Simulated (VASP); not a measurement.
# Sn, energy along a vibration (SMASS = -2): which settings are enough?

Sn, Im-3m (no. 229), atoms displaced along the mode, 2 atoms in the cell. PBE, energy along a line of displacements; PAW potentials Sn (PBE set). VASP 6.6.1.

Wanted: harmonic frequency within 1 %.

Space group without the displacement: Im-3m (no. 229); Mode: mode at H.

POSCAR:
```
Sn
1.0
    3.7893036384      0.0000000000      0.0000000000
    0.0000000000      3.7893036384      0.0000000000
    0.0000000000      0.0000000000      3.7893036384
Sn
2
Direct
   -0.0105560292      0.0000000000      0.0000000000
    0.5105560292      0.5000000000      0.5000000000

    0.0100000000   0.0000000000   0.0000000000
   -0.0100000000   0.0000000000   0.0000000000
```

The series start from k mesh: 5 × 5 × 5; Cutoff (eV): 260; Step along the mode (Å): 0.02; Electronic threshold (eV): 1e-7. Each series keeps the choices made before it, and each single choice may use up half of a tolerance.

## k mesh

| k mesh | Harmonic frequency (THz) | Time (s) |
|---|---|---|
| 2 × 2 × 2 | 2.106 | 13 |
| 3 × 3 × 3 | 3.252 | 17 |
| 4 × 4 × 4 | 4.026 | 19 |
| 5 × 5 × 5 | 2.715 | 23 |
| 6 × 6 × 6 | 2.814 | 32 |
| 8 × 8 × 8 | 1.432 | 53 |
| 10 × 10 × 10 (reference) | 2.945 | 86 |

Chosen: 10 × 10 × 10; the next looser run is off by more than half of the tolerance, so convergence isn't shown beyond this value.

## Cutoff (eV)

| Cutoff (eV) | Harmonic frequency (THz) | Time (s) |
|---|---|---|
| 140 | 2.942 | 35 |
| 170 | 2.941 | 39 |
| 200 | 2.943 | 71 |
| 230 | 2.945 | 92 |
| 260 | 2.945 | 86 |
| 300 (reference) | 2.945 | 98 |

Chosen: 140, the loosest value from which every tighter one stays within half of the tolerance.

## Electronic threshold (eV)

| Electronic threshold (eV) | Harmonic frequency (THz) | Time (s) |
|---|---|---|
| 0.001 | 2.942 | 25 |
| 0.0001 | 2.942 | 31 |
| 1e-5 | 2.942 | 26 |
| 1e-6 | 2.942 | 29 |
| 1e-7 | 2.942 | 35 |
| 1e-8 (reference) | 2.942 | 37 |

Chosen: 0.001.

## All choices together

| Input | Harmonic frequency (THz) | Time (s) |
|---|---|---|
| defaults on a coarse mesh (naive) | 3.258 | 3.7 |
| chosen settings | 2.942 | 25 |
| reference settings throughout | 2.941 | 104 |

The chosen settings stay within the tolerance of the reference run, but the reference itself isn't shown to be converged in: k mesh.

## The input

INCAR:
```
SYSTEM = Sn
GGA = PE ; PREC = Accurate
ENCUT = 140 ; EDIFF = 0.001
ALGO = Normal ; LREAL = .False.
LASPH = .True. ; ISMEAR = 1
SIGMA = 0.15 ; ISYM = 0
LWAVE = .False. ; LCHARG = .False.
IBRION = 0 ; SMASS = -2
POTIM = 1 ; NSW = 9
NELMIN = 4 ; IWAVPR = 11
KPAR = 2
```

KPOINTS:
```
Automatic mesh
0
Gamma
  10 10 10
  0 0 0
```

Commands:
```
cat potpaw_PBE.64/Sn/POTCAR > POTCAR
mpirun -np 2 vasp_std > vasp.out
```

Limits: NELMIN = 4 forces that many electronic steps, so a loose EDIFF looks better here than it is.

The chosen input took VASP 6.6.1 25 s on 2 cores (Intel Xeon Platinum 8259CL @ 2.50GHz (Skylake/Cascade Lake)), a shared host.

## An input that fails: electronic threshold far too loose

It runs to its end, but against the unchanged starting input it is off by 57 % in the harmonic frequency.

Changes against the starting input:
```
- EDIFF = 1e-07
- NELMIN = 4
+ EDIFF = 0.1
```
